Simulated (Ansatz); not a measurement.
Where the states of ZrSe₂ lie

```
CELL_PARAMETERS angstrom
3.79800 0.00000 0.00000
-1.89900 3.28916 0.00000
0.00000 0.00000 6.19200
ATOMIC_POSITIONS crystal
Zr 0.00000 0.00000 0.00000
Se 0.33333 0.66667 0.25000
Se 0.66667 0.33333 0.75000
```

The cell is COD entry 1539555, as deposited and not checked against the literature; nothing was relaxed. It differs from other determinations.

Method: Ansatz 0.2.0, DFT, PBE, all-electron LAPW, scalar-relativistic.

The runs use a Γ-centred 8×8×5 k mesh, Fermi–Dirac smearing of 0.01 eV, basis error target 1 meV/atom, no spin polarisation.

**Question.** Which of the resolved shells contributes most in the top eV of the valence band?

**Answer.** Se 4p, with 89 % of all states there; Zr 4d follows with 9 %.

**Question.** Where is the centre of the filled Zr 4d states between -14 eV and the top of the filled states?

**Answer.** -3.72 eV from the valence-band top.

**Question.** Tabulate the density of states.

**Answer.** States per eV and cell, averaged over 0.4 eV, from -4.6 to 4.0 eV, with energies (bin centres) from the valence-band top; empty bins are left out. The partial columns, the largest 4 alone, are projections on Löwdin-orthogonalised atomic shells (those that the program's projection atoms carry: the occupied ones and, for some elements, an empty d or f shell; other empty shells have no column), summed over atoms of an element. Weights on diffuse s and p shells depend on that basis and aren't pure angular character.
| E (eV) | total | Se 4p | Zr 4d | Zr 5s | Se 4s |
| --- | --- | --- | --- | --- | --- |
| -4.5 | 0.94 | 0.61 | 0.20 | 0.10 | 0.01 |
| -4.1 | 2.82 | 1.92 | 0.59 | 0.22 | 0.05 |
| -3.7 | 3.16 | 2.34 | 0.60 | 0.10 | 0.06 |
| -3.3 | 2.57 | 1.84 | 0.53 | 0.08 | 0.07 |
| -2.9 | 2.52 | 1.73 | 0.64 | 0.07 | 0.04 |
| -2.5 | 6.60 | 4.33 | 2.04 | 0.04 | 0.10 |
| -2.1 | 2.22 | 1.62 | 0.48 | 0.02 | 0.06 |
| -1.7 | 2.99 | 2.45 | 0.41 | 0.02 | 0.05 |
| -1.3 | 3.28 | 2.78 | 0.39 | 0.01 | 0.04 |
| -0.9 | 1.79 | 1.57 | 0.17 | 0.00 | 0.02 |
| -0.5 | 0.93 | 0.83 | 0.08 | 0.00 | 0.00 |
| -0.1 | 0.18 | 0.17 | 0.01 | 0.00 | 0.00 |
| 0.3 | 0.02 | 0.00 | 0.02 | 0.00 | 0.00 |
| 0.7 | 1.05 | 0.20 | 0.79 | 0.02 | 0.02 |
| 1.1 | 2.91 | 0.47 | 2.30 | 0.05 | 0.03 |
| 1.5 | 1.61 | 0.29 | 1.26 | 0.01 | 0.00 |
| 1.9 | 1.47 | 0.38 | 1.05 | 0.01 | 0.01 |
| 2.3 | 3.82 | 0.68 | 3.03 | 0.02 | 0.01 |
| 2.7 | 4.11 | 0.58 | 3.34 | 0.13 | 0.01 |
| 3.5 | 0.08 | 0.02 | 0.05 | 0.00 | 0.01 |
| 3.9 | 2.57 | 0.78 | 1.41 | 0.02 | 0.11 |
